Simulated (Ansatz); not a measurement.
**BaS, a database entry at a rescaled volume**

```
S Ba
1.0
     0.00000    3.18842    3.18842
     3.18842    0.00000    3.18842
     3.18842    3.18842    0.00000
S Ba
1 1
Direct
  0.50000 0.50000 0.50000
  0.00000 0.00000 0.00000
```

Method: PBE, no spin polarisation; PAW, plane waves to 420 eV, 7×7×7 Γ-centred mesh, gaussian occupations (width 0.053 eV) (Ansatz 0.2.0), atoms fixed.

- Stress: The pressure is 1.1 GPa (compression positive), so with the atoms held at these fractions the cell would first expand.
- Formation energy: -2.13 eV an atom against the elements' usual phases (free molecules for gases, crystals otherwise, with no correction for O₂ or N₂), so it is bound against them; other compounds may still compete. Relaxing would lower it.
- Charges: Bader charges in e: Ba +1.41, S -1.41. In the mean Ba gives up most and S takes most.
- Contacts: S–Ba at 3.19 Å: least valence density 0.16 e/Å³ and ELF 0.14 there, a closed-shell (ionic or weak) contact. These are pseudo-fields; inside the PAW spheres they differ from the all-electron ones.
- Electronic structure: The gap is 2.20 eV, indirect (the least direct gap found is 2.30 eV).

Origin: a database entry at a rescaled volume.
